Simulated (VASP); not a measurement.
The system is BN.

```
CELL_PARAMETERS angstrom
0.00000 3.49532 2.16609
1.25163 0.00000 2.16609
1.25163 3.49532 0.00000
ATOMIC_POSITIONS crystal
N 0.66665 0.66665 0.33335
B 0.00005 0.00005 0.99995
```

Measurements of this composition are mostly on another form, of space group No. 194.

```yaml
Program: VASP 6.6.1
Task: single point
Functional: PBE
Potentials_or_basis: VASP PAW PBE potentials, release 64 (N_s, B_s)
Cutoff: 900 eV
k_mesh: 13 × 13 × 13
Occupations: gaussian, width 0.05 eV
Spin: no spin polarisation
```

On this cell: pressure 4.4 GPa; largest force 0.010 eV/Å; band gap on the k mesh 3.90 eV, indirect (least direct gap 4.66 eV).

The same run follows on a disturbed copy (grid = ENCUT=900 k=13x13x13 ISMEAR=0 SIGMA=0.05 PREC=Accurate EDIFF=1e-08 LREAL=False ADDGRID=False LASPH=True; atoms moved at random, drawn with an rms of 0.1 Å):

```
CELL_PARAMETERS angstrom
0.00000 3.49532 2.16609
1.25163 0.00000 2.16609
1.25163 3.49532 0.00000
ATOMIC_POSITIONS crystal
N 0.66439 0.63732 0.32596
B 0.98433 0.97590 0.03492
```

Problem. What does the disturbed cell give?

Solution. The energy moves by +71.9 meV/atom; pressure 5.1 GPa; largest force 2.747 eV/Å; band gap on the k mesh 3.70 eV, indirect (least direct gap 4.59 eV).

Forces on the atoms (eV/Å):
```
N    2.367  1.283 -0.545
B   -2.367 -1.283  0.545
```

Stress tensor (GPa, compression positive):
```
 5.85 -2.02  6.56
-2.02  0.46  0.34
 6.56  0.34  8.97
```

Caveats: an odd mesh through Γ misses points on the zone boundary, where band edges often lie.
